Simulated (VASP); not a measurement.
Write the native input for VASP 6.6.1 that does the following.

- Task: single point
- Functional: PBE
- Dispersion: D3(BJ)
- Potentials or basis: VASP PAW PBE potentials, release 64 (Sn_d, S)
- Cutoff: 520 eV
- k mesh: 15 × 15 × 8
- Occupations: gaussian, width 0.02 eV
- Spin: no spin polarisation
- Further INCAR settings: ALGO = Fast; EDIFF = 1e-07; NBANDS = 20

The structure of SnS2 lies in POSCAR:

```
SnS2
1.0
    3.6390000000      0.0000000000      0.0000000000
   -1.8195000000      3.1514664400      0.0000000000
    0.0000000000      0.0000000000      5.8680000000
Sn S
1 2
Direct
    0.0000000000      0.0000000000      0.0000000000
    0.3333333300      0.6666666700      0.2500000000
    0.6666666700      0.3333333300      0.7500000000
```

These files were run (other wordings do the same):

INCAR

```
  PREC = Accurate
  ENCUT = 520
  EDIFF = 1E-7
  ISMEAR = 0
  SIGMA = 0.02
  LREAL = False
  LASPH = True
  NELM = 100
  ALGO = Fast
  ISIF = 2
  LWAVE = False
  LCHARG = False
  GGA = PE
  IVDW = 12
  NBANDS = 20
```

KPOINTS

```
Automatic mesh
0
Gamma
  15 15 8
```

Potentials or basis: VASP PAW PBE potentials, release 64 (Sn_d, S).

Launch:

```bash
$ cat potpaw_PBE.64/Sn_d/POTCAR potpaw_PBE.64/S/POTCAR > POTCAR
$ mpirun -np 1 vasp_std > vasp.out
```

It gave:

```
Pressure                   : 1.7 GPa
Largest force              : 0.254 eV/Å
Band gap on the k mesh     : 1.42 eV, indirect (least direct gap 1.92 eV)
Dispersion energy per atom : -0.330 eV
```

Caveat: spin-orbit coupling is left out, which moves the levels of the heavy elements; an odd mesh through Γ misses points on the zone boundary, where band edges often lie.

Run time: 3.2 min on 1 thread of Intel(R) Xeon(R) Platinum 8488C (Sapphire Rapids) (shared host), peak memory 0.36 GiB.
